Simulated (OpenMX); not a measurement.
The system is Sn.

```
CELL_PARAMETERS angstrom
0.00000 3.23334 3.23334
3.23334 0.00000 3.23334
3.23334 3.23334 0.00000
ATOMIC_POSITIONS crystal
Sn 0.75000 0.75000 0.75000
Sn 0.50000 0.50000 0.50000
```

This isn't the form of Sn at room conditions, which is tetragonal (white tin).

Base run:

| Property | Result |
| --- | --- |
| Program | OpenMX 3.8.5 |
| Functional | PBE |
| Potentials or basis | OpenMX 2013 PBE set, Sn7.0-s3p2d2, grid cutoff 500 Ry |
| k mesh | 7 × 7 × 7 |
| Occupations | fermi-dirac, width 0.05 eV |
| Spin | no spin polarisation |

Its results: pressure 2.8 GPa.

Question: The run is repeated on the same cell with these changes: potentials or basis from OpenMX 2013 PBE set, Sn7.0-s3p2d2, grid cutoff 500 Ry to OpenMX 2013 PBE set, Sn7.0-s3p2d2f1, grid cutoff 500 Ry. What comes out?

Answer: Pressure 0.7 GPa.

Caveats: the basis of atomic orbitals isn't converged, which shifts pressures, moduli and gaps.

Not every run made on this cell is shown here.
